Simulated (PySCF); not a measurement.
**A series of derivatives of propionate ion**

Parent skeleton `[CH3:1][CH2:2][C:3](=[O:4])[O-:5]`; one hydrogen on atom 2 is replaced by X. Hydrogens on one atom are averaged.

- geometry: GFN2-xTB
- GIAO PBE0/pcSseg-1 shieldings
- code: PySCF 2.14
- fast rotation and ring inversion assumed for equivalent nuclei, gas phase, no relativistic terms, single conformer

Chemical shifts δ = σref − σ; 13C and 1H vs TMS; H2O for 17O, all at this level.

Parent (X = H): C1 16.6, C2 41.8, C3 173.5, O4 333.8, O5 333.8, H(C1) 1.12, H(C2) 1.48 ppm. Effects are Δδ = δ(X) − δ(H), positive for deshielding.

**Question.** Give Δδ (ppm) for X = SCF3, CH2Cl, OC2H5.

**Answer.** 
```tsv
X	SMILES	C1	C2	C3	O4	O5	H(C1)	H(C2)
SCF3	C[C@H](SC(F)(F)F)C(=O)[O-]	+7.5	+26.1	-1.2	+17.7	+17.7	+0.35	+2.77
CH2Cl	C[C@H](CCl)C(=O)[O-]	+1.3	+14.2	-6.2	-23.9	+8.1	-0.05	+0.48
OC2H5	CCO[C@H](C)C(=O)[O-]	+6.7	+48.4	+1.0	+49.1	-19.7	-0.10	+2.39
```

**Question.** Which position responds most, and to which substituents?

**Answer.** O4: from -23.9 ppm with CH2Cl to +49.1 ppm with OC2H5.

Unscaled 17O shifts of doubly bonded oxygen tend to come out too high, by tens of ppm or more. Experimental scales use liquid or dissolved standards, which lie at an offset from isolated H2O (liquid H2O: subtract about 36 ppm).
